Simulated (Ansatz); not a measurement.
# I (Cmce) in Ansatz: further runs

The runs below take I through single point, with HSE06 form with a typed share of exact exchange.

Everything below comes from runs of Ansatz 0.2.0. Logs are shortened: lines on timing, memory, paths and dates and some standing lists are left out, and cuts for length are marked.

### 1 Starting point

It takes space group Cmce (No. 64, orthorhombic). The conventional cell has a = 7.270 Å, b = 4.790 Å, c = 9.793 Å, α = 90.00°, β = 90.00°, γ = 90.00°. I (site symmetry m) is surrounded by 1 I at 2.68 Å.

### 2 Single point, HSE06 form with a typed share of exact exchange

The input, input.yaml:

```yaml
crystal:
  lattice:
    - [3.635035, -2.39502, 0.0]
    - [3.635035, 2.39502, 0.0]
    - [0.0, 0.0, 9.79344]
  atoms:
    - { symbol: I, position: [0.6493, 0.3507, 0.3844] }
    - { symbol: I, position: [0.1493, 0.8507, 0.1156] }
    - { symbol: I, position: [0.3507, 0.6493, 0.6156] }
    - { symbol: I, position: [0.8507, 0.1493, 0.8844] }
hamiltonian:
  xc: { exchange: pbe, correlation: pbe, exx: { coeff: 0.25, omega: 0.2 } }
  pseudopotentials: { kind: paw }
kpoints:
  mp_grid: { grid: [4, 4, 2] }
scf:
  occupations: { method: fermi_dirac, width: 0.05 }
output:
  forces: true
  stress: true
  eigenvalues: true
```

Potentials or basis: Ansatz PAW.

On the command line:

```console
> ansatz run input.yaml --threads 2 --pin off --max-ram 5632MiB --backend cpu --events-out ev --progress --plain --runs-dir out
```

Standard output:

```text
Warning: output.stress: scf.convergence.dr2_threshold = 1e-7 eV (the SCF's general default) is looser than the 4e-10 eV advised for a printed stress (1e-10 eV for each atom of the cell: 4). What an SCF threshold leaves in a stress goes as its square root, and in the free energy as the threshold itself, and one threshold admits the most on a small cell: of the crystals measured, under no hybrid functional and no lock of the moments, on runs that ended without the residual-converged pass, on stresses that held no estimate of that error, the worst erred by over 100 MPa in a component at 1e-7 eV an atom and by under 5 at 1e-10. Set scf.convergence.dr2_threshold to 4e-10 eV or tighter. The threshold is an SCF's pass mark: one that does not reach it within its budget of iterations ends unconverged, or closes short of it on a stop that the run arms, and scf.convergence.dr2_threshold's page says what that costs each kind of run
Warning: output.stress: scf.exx.energy_threshold = 1e-6 eV is looser than the 4e-8 eV advised for a stress under a hybrid functional (1e-8 eV for each atom of the cell: 4). Every SCF of the exchange loop can meet its threshold on dr2 while the loop round them stops early: no threshold on dr2 bounds what that leaves in the stress. Set scf.exx.energy_threshold to 4e-8 eV or tighter. The threshold is the loop's pass mark: a loop that does not reach it within its budget of cycles ends unconverged, and scf.exx.energy_threshold's page has the law
Warning: RAYON_NUM_THREADS=2 ignored (pool sized by the plan → 2); use --threads N
Engine: ansatz 0.2.0, x86_64-unknown-linux-gnu
Pseudopotentials: kind: paw
Pseudopotential: I, paw, valence charge 17, recommended cutoff 420 eV (normal), I.paw.azcp
Functional definition: unnamed
  parameter a_1 = 0.25
  parameter omega_1 = 0.2/angstrom
  exchange = pbe_x + (-a_1)*pbe_x_sr(omega_1) + a_1*exact_x_sr(omega_1)
  correlation = pbe_c
Crystal: 4 atoms, lattice volume = 170.523 Å³
Basis set: ecut = 420 eV, 3337 PW (Γ), exchange–correlation on 60×60×144 points (8 copies of the dense FFT grid, shifted against one another)
Bands: 41, of which v1, the nominal top of the filled ones, is band 34 counted from 1 (33 counted from 0)
Symmetry: 8 space group operations
Space group: Cmce (ITA 64), of the structure as read, at distance tolerance 5.5e-5 Å
k-points: 14 of 32
Non-local potential: I, projectors of the file, l = 0: 2, l = 1: 2, l = 2: 2, l = 3: 2
PAW form: soft (Blöchl's): semilocal exchange-correlation on the pseudo side does not see the compensation charge
PAW frozen core: I, regenerated for the run's functional, and the local potential with it (the file was generated under x = pbe(κ = 0.804, μ = 0.2195149727645171), c = pbe(β = 0.06672455060314922))
PAW one-centre angular grid: I, 590 points (default); XC on 96 Gauss nodes
Initial density: superposition of atomic densities (neutral atoms: chi_scale 0, normalization atom), corrected by the library's trained network
Initial wavefunctions: pseudopotential atomic-orbital guess
Functional: x = pbe(κ = 0.804, μ = 0.2195149727645171), c = pbe(β = 0.06672455060314922), warm-up for x = pbe(κ = 0.804, μ = 0.2195149727645171) + 0.25 (exact − pbe) at short range (hse, ω = 0.2 Å⁻¹), c = pbe(β = 0.06672455060314922)
SCF iter   1: F=—  HF=-30051.417883 eV  |F-HF|=—  |Δ(HF+E_count)|=         —  Δρ=1.15e-3  dr2=1.52e-3  ethr=1.77e-3  ⟨swp⟩=13.6  Hψ=2581  notcnv=0
preconditioner: auto → none  [insulator: Δε(μ)=1.296 eV  Ē_g=10.234 eV  σ=0.050 eV  W_gap=1.00  n_scr=36 (ndim 8)  ℏωp=15.0 eV  f_vac=0.064  D(μ)=0.00/eV (n_scr^D=0)]
SCF iter   2: F=—  HF=-30051.419798 eV  |F-HF|=—  |Δ(HF+E_count)|=   1.91e-3  Δρ=5.17e-4  dr2=2.35e-4  ethr=2.24e-6  ⟨swp⟩=5.1  Hψ=1830  notcnv=0  defer=10
iter 3 solved again at ethr=2.08e-8 eV; its pass at ethr=3.45e-7 eV (dr2=1.41e-5 eV) is discarded
SCF iter   3: F=-30051.420214 eV  HF=-30051.420196 eV  |F-HF|=1.78e-5  |Δ(HF+E_count)|=   3.98e-4  Δρ=1.18e-4  dr2=1.46e-5  ethr=2.08e-8  ⟨swp⟩=3.5  Hψ=2539  notcnv=0  defer=3
SCF 1 stopped early in 3 iterations: F = -30051.420214 eV  dr2 = 1.46e-5
Initial density: handed on by an earlier stage of this run
Initial wavefunctions: those handed on with the density
Functional: x = pbe(κ = 0.804, μ = 0.2195149727645171) + 0.25 (exact − pbe) at short range (hse, ω = 0.2 Å⁻¹), c = pbe(β = 0.06672455060314922)
Exchange kernel: α = 0.2500, screened, ω = 0.2000 Å⁻¹, Wigner–Seitz truncation, v(0) = 1122.9818 eV·Å³, q-mesh 4×4×2, nearest image of the exchange supercell L = 17.41 Å, pair-density grid 24×24×48, without the augmentation charges, whose exchange is taken in its separable form by FFT convolution over the k-point mesh (sized by the pseudopotential files, 27×27×72 at the most), smooth part of the exact exchange by density-matrix convolution
Frozen-core exchange: fock
SCF iter   1: F=—  HF=-30069.962012 eV  |F-HF|=—  |Δ(HF+E_count)|=         —  Δρ=2.76e-3  dr2=1.14e-2  ethr=2.15e-7  ⟨swp⟩=10.4  Hψ=2820  notcnv=0
preconditioner: auto → none  [insulator: Δε(μ)=2.115 eV  Ē_g=11.564 eV  σ=0.050 eV  W_gap=1.00  n_scr=36 (ndim 8)  ℏωp=15.0 eV  f_vac=0.065  D(μ)=0.00/eV (n_scr^D=0)]
SCF iter   2: F=—  HF=-30069.959204 eV  |F-HF|=—  |Δ(HF+E_count)|=   2.81e-3  Δρ=1.17e-3  dr2=3.38e-3  ethr=2.15e-7  ⟨swp⟩=4.1  Hψ=2005  notcnv=0
SCF iter   3: F=—  HF=-30069.972577 eV  |F-HF|=—  |Δ(HF+E_count)|=   1.34e-2  Δρ=6.20e-4  dr2=5.99e-4  ethr=2.15e-7  ⟨swp⟩=4.0  Hψ=1924  notcnv=0
SCF iter   4: F=—  HF=-30069.972458 eV  |F-HF|=—  |Δ(HF+E_count)|=   1.19e-4  Δρ=1.18e-4  dr2=5.79e-5  ethr=2.15e-7  ⟨swp⟩=4.0  Hψ=1712  notcnv=0
SCF iter   5: F=—  HF=-30069.972701 eV  |F-HF|=—  |Δ(HF+E_count)|=   2.43e-4  Δρ=1.07e-4  dr2=1.51e-5  ethr=3.40e-8  ⟨swp⟩=4.1  Hψ=1798  notcnv=0
SCF iter   6: F=-30069.972698 eV  HF=-30069.972698 eV  |F-HF|=4.72e-7  |Δ(HF+E_count)|=   2.68e-6  Δρ=1.82e-5  dr2=2.35e-6  ethr=1.97e-8  ⟨swp⟩=2.1  Hψ=1063  notcnv=0
SCF 2 stopped early in 6 iterations: F = -30069.972698 eV  dr2 = 2.35e-6
  Residual-converged pass: ⟨swp⟩=5.0  Hψ=1830  notcnv=0  max |occ|·‖R‖ = 6.4e-6 eV (tolerance 6.7e-6 eV)  dr2=2.13e-6  dr2_onsite=8.04e-8  max |Δocc| = 3.1e-15
hybrid outer 1: dexx = +1.560e-2 eV, tail = 1.54e-4 eV
Exchange kernel: α = 0.2500, screened, ω = 0.2000 Å⁻¹, Wigner–Seitz truncation, v(0) = 1122.9818 eV·Å³, q-mesh 4×4×2, nearest image of the exchange supercell L = 17.41 Å, pair-density grid 24×24×48, without the augmentation charges, whose exchange is taken in its separable form by FFT convolution over the k-point mesh (sized by the pseudopotential files, 27×27×72 at the most), smooth part of the exact exchange by density-matrix convolution
Frozen-core exchange: fock
SCF iter   1: F=—  HF=-30069.972674 eV  |F-HF|=—  |Δ(HF+E_count)|=         —  Δρ=3.77e-5  dr2=2.31e-6  ethr=1.13e-6  ⟨swp⟩=5.6  Hψ=1260  notcnv=0
preconditioner: auto → none  [insulator: Δε(μ)=2.164 eV  Ē_g=11.585 eV  σ=0.050 eV  W_gap=1.00  n_scr=36 (ndim 8)  ℏωp=15.0 eV  f_vac=0.076  D(μ)=0.00/eV (n_scr^D=0)]
SCF iter   2: F=—  HF=-30069.972676 eV  |F-HF|=—  |Δ(HF+E_count)|=   2.00e-6  Δρ=2.31e-5  dr2=7.56e-7  ethr=3.13e-9  ⟨swp⟩=4.5  Hψ=1623  notcnv=0  defer=1
SCF iter   3: F=—  HF=-30069.972676 eV  |F-HF|=—  |Δ(HF+E_count)|=   2.37e-7  Δρ=1.13e-5  dr2=9.00e-8  ethr=9.97e-10  ⟨swp⟩=3.4  Hψ=1206  notcnv=0
SCF iter   4: F=—  HF=-30069.972676 eV  |F-HF|=—  |Δ(HF+E_count)|=   9.03e-8  Δρ=2.27e-6  dr2=1.04e-8  ethr=1.23e-10  ⟨swp⟩=5.1  Hψ=1553  notcnv=0  defer=4
SCF iter   5: F=-30069.972676 eV  HF=-30069.972676 eV  |F-HF|=3.78e-10  |Δ(HF+E_count)|=   2.00e-9  Δρ=5.74e-7  dr2=6.67e-10  ethr=1.43e-11  ⟨swp⟩=4.1  Hψ=1546  notcnv=0
SCF 3 converged in 5 iterations: F = -30069.972676 eV  dr2 = 6.67e-10
  Residual-converged pass: ⟨swp⟩=3.9  Hψ=1580  notcnv=0  max |occ|·‖R‖ = 5.9e-7 eV (tolerance 6.3e-7 eV)  dr2=6.86e-10  dr2_onsite=6.03e-11  max |Δocc| = 2.3e-18
hybrid outer 2: dexx = +1.516e-6 eV, tail = 4.79e-8 eV, Δε = 3.13e-3 eV (about 1.26e-4 eV left of the loop's levels), ΔF = 6.14e-3 eV/Å (tail 1.12e-3)
Exchange kernel: α = 0.2500, screened, ω = 0.2000 Å⁻¹, Wigner–Seitz truncation, v(0) = 1122.9818 eV·Å³, q-mesh 4×4×2, nearest image of the exchange supercell L = 17.41 Å, pair-density grid 24×24×48, without the augmentation charges, whose exchange is taken in its separable form by FFT convolution over the k-point mesh (sized by the pseudopotential files, 27×27×72 at the most), smooth part of the exact exchange by density-matrix convolution
Frozen-core exchange: fock
SCF iter   1: F=—  HF=-30069.972676 eV  |F-HF|=—  |Δ(HF+E_count)|=         —  Δρ=1.15e-6  dr2=1.72e-9  ethr=3.52e-10  ⟨swp⟩=8.9  Hψ=1455  notcnv=0
SCF iter   2: F=-30069.972676 eV  HF=-30069.972676 eV  |F-HF|=1.46e-11  |Δ(HF+E_count)|=  1.67e-10  Δρ=4.15e-7  dr2=2.12e-10  ethr=2.41e-12  ⟨swp⟩=4.0  Hψ=1585  notcnv=0
SCF 4 converged in 2 iterations: F = -30069.972676 eV  dr2 = 2.12e-10
  Residual-converged pass: ⟨swp⟩=2.6  Hψ=1055  notcnv=0  max |occ|·‖R‖ = 1.2e-6 eV (tolerance 1.3e-6 eV)  dr2=2.13e-10  dr2_onsite=2.63e-11  max |Δocc| = 4.8e-20
hybrid outer 3: dexx = +8.034e-10 eV, tail = 5.04e-10 eV, Δε = 3.87e-5 eV (about 7.98e-6 eV left of the loop's levels), ΔF = 1.10e-4 eV/Å (tail 1.19e-4)
hybrid SCF converged: 3 outer / 13 inner (+3 warm-up), last move |dexx| = 8.03e-10 eV, tail = 5.04e-10 eV
Stability not checked: this state was not tested for a lower state beside it, because the functional holds exact exchange (a hybrid, or Hartree-Fock), whose exchange loop this test does not read (fock_operator; see scf.lower_state_search)
Free energy (F): -30069.972676 eV
Frozen-core exchange: fock
Harris-Foulkes:  -30069.972676 eV  (|F-HF|=1.46e-11)
Internal energy: -30069.972676 eV  (E = F + TS)
E sigma→0 (E₀):  -30069.972676 eV
Fermi energy:    5.333918 eV
--- Per-component energies (eV) ---
  E_band       = -1745.012071
  E_kinetic    = 753.092837
  E_local      = -8212.312428  (includes V_loc(G=0)·N_el)
  E_nonlocal   = -368.884770
  E_hartree    = 4200.671799
  E_xc         = -411.758237
  E_vxc        = -410.663669  (∫ρ·V_xc dr)
  E_exx        = -201.160764  (= α·E_x^exact, valence–valence)
  E_paw        = -19175.249098  (= ΣΔE_a)
  E_vpaw       = -1505.265965  (= ΣTr[D̂ρ^β])
  E_aug_tail   = -0.000028  (compensation charges beyond the density's cutoff)
  E_ewald      = -6652.942316
  E_core_change = -1.429673  (= ΣΔE_core)
  E_smearing   = -0.000000  (= −TS)
  E_closure    = 0.000000  (closes the sum)
  Σ components = -30069.972676   (vs F -30069.972676, Δ=0.00e0)
--- Forces (eV/Å), atoms counted from 1 ---
  atom   1  I      0.00000000    -0.11125660    -0.27339778
  atom   2  I     -0.00000000    -0.11125660     0.27339778
  atom   3  I     -0.00000000     0.11125660     0.27339778
  atom   4  I      0.00000000     0.11125660    -0.27339778
  max |Σ_I F_I| component: 4.34e-19 eV/Å
--- Stress (GPa, compression-positive) ---
        1.054101       0.000000      -0.000000
        0.000000       0.795051       0.000000
       -0.000000       0.000000       1.123497
  P = ⅓ Tr σ = 0.9909 GPa (9.909 kbar)
--- Band table (eV; the first three rows and the last of 14) ---
  k-point 0: bands = ["-43.1874", "-43.1836", "-43.0627", "-43.0590", "-43.0406", "-43.0375", "-43.0042", "-43.0012", "-42.9978", "-42.9975", "-42.9616", "-42.9612", "-42.6665", "-42.6662", "-42.6661", "-42.6656", "-42.6634", "-42.6631", "-42.6623", "-42.6617", "-10.5242", "-9.9982", "-8.2418", "-7.1393", "-0.5394", "0.9589", "2.2468", "2.3822", "2.7328", "2.8715", "3.0270", "3.6305", "4.0272", "4.1041", "6.4784", "7.3946", "10.4245", "10.4832", "10.6232", "12.2222", "12.6207"]
  k-point 1: bands = ["-43.1855", "-43.1855", "-43.0608", "-43.0608", "-43.0391", "-43.0391", "-43.0026", "-43.0026", "-42.9976", "-42.9976", "-42.9614", "-42.9614", "-42.6664", "-42.6664", "-42.6659", "-42.6659", "-42.6633", "-42.6633", "-42.6620", "-42.6620", "-10.3063", "-10.3063", "-7.6666", "-7.6666", "0.1222", "0.1222", "2.6056", "2.6056", "2.7990", "2.7990", "3.1280", "3.1280", "4.0689", "4.0689", "6.7645", "6.7645", "10.9215", "10.9215", "11.4300", "11.4300", "12.3015"]
  k-point 2: bands = ["-43.1867", "-43.1840", "-43.0622", "-43.0596", "-43.0401", "-43.0379", "-43.0037", "-43.0016", "-42.9978", "-42.9975", "-42.9615", "-42.9612", "-42.6664", "-42.6662", "-42.6658", "-42.6654", "-42.6633", "-42.6631", "-42.6624", "-42.6620", "-10.3223", "-9.9285", "-8.0785", "-7.3131", "-0.5442", "0.3764", "1.4827", "1.5976", "2.3812", "2.5003", "3.4860", "3.6295", "3.7957", "3.9408", "6.6680", "7.2080", "11.1106", "11.1293", "11.5027", "12.1231", "12.5224"]
  k-point 13: bands = ["-43.1854", "-43.1854", "-43.0607", "-43.0607", "-43.0391", "-43.0391", "-43.0026", "-43.0026", "-42.9976", "-42.9976", "-42.9612", "-42.9612", "-42.6660", "-42.6660", "-42.6657", "-42.6657", "-42.6631", "-42.6631", "-42.6619", "-42.6619", "-9.9842", "-9.9842", "-7.4925", "-7.4925", "0.1239", "0.1239", "0.5574", "0.5574", "2.1920", "2.1920", "2.9003", "2.9003", "3.0914", "3.0914", "6.5184", "6.5184", "11.2725", "11.2725", "12.2911", "12.2911", "12.4805"]
```

It took 2 min on 2 threads of Intel Xeon at 2.70GHz, shared host; peak memory 2.3 GiB.

Results:

```
Free energy            : -30069.9727 eV
Pressure               : 1.0 GPa
Largest force          : 0.295 eV/Å
Band gap on the k mesh : 2.16 eV, indirect (least direct gap 2.37 eV)
```

Forces in eV/Å, atoms in the order of the input:
```
I    0.000 -0.111 -0.273
I    0.000 -0.111  0.273
I    0.000  0.111  0.273
I    0.000  0.111 -0.273
```

Stress tensor (GPa, compression positive):
```
1.05 0.00 0.00
0.00 0.80 0.00
0.00 0.00 1.12
```

Levels at points of the mesh, in eV from the valence-band top:
```csv
k point,band 32,band 33,band 34,band 35,band 36,band 37
"(0.00, 0.00, 0.00)",-0.60,-0.20,-0.12,2.25,3.17,6.20
"(0.00, 0.00, -0.50)",-1.10,-0.16,-0.16,2.54,2.54,6.69
"(0.00, -0.50, 0.00)",-1.30,-0.50,-0.50,3.11,3.11,6.36
"(0.00, -0.50, -0.50)",-0.86,0.00,0.00,2.56,2.56,6.74
"(-0.50, -0.50, 0.00)",-1.43,-0.78,-0.41,2.16,2.75,6.06
"(-0.50, -0.50, -0.50)",-1.33,-1.14,-1.14,2.29,2.29,7.04
```

Caveat: spin-orbit coupling is left out, which moves the levels of the heavy elements; the PAW data sets come from PBE, with cores solved anew for the run's functional, which leaves a small shift of forces and pressure; the thresholds are loose for stress.

(Part 1 of 2 ends here.)
